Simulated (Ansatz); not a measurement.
Crystal: CdTe.

```xyz
2
Lattice="0.0000 3.2050 3.2050 3.2050 0.0000 3.2050 3.2050 3.2050 0.0000" Properties=species:S:1:pos:R:3 pbc="T T T"
Te    4.8075    4.8075    4.8075
Cd    0.0000    0.0000    0.0000
```

Base run:

| Quantity | Value |
| --- | --- |
| Program | Ansatz 0.2.0 |
| Functional | revPBE |
| Potentials or basis | Ansatz PAW |
| Cutoff | 420 eV (not typed: the program's choice for these potentials) |
| k mesh | 7 × 7 × 7 |
| Occupations | fermi-dirac, width 0.05 eV |
| Spin | no spin polarisation |

Its results: band gap on the k mesh 0.99 eV, direct; pressure 5.5 GPa.

**Question.** The run is repeated on the same cell with these changes: functional from revPBE to LDA. What comes out?

**Answer.** Band gap on the k mesh 0.61 eV, direct; pressure 0.0 GPa.

LDA binds more tightly than revPBE, so the same cell stands under less pressure.

Caveats: spin-orbit coupling is left out, which moves the levels of the heavy elements; the PAW data sets come from PBE, with cores solved anew for the run's functional, which leaves a small shift of forces and pressure.
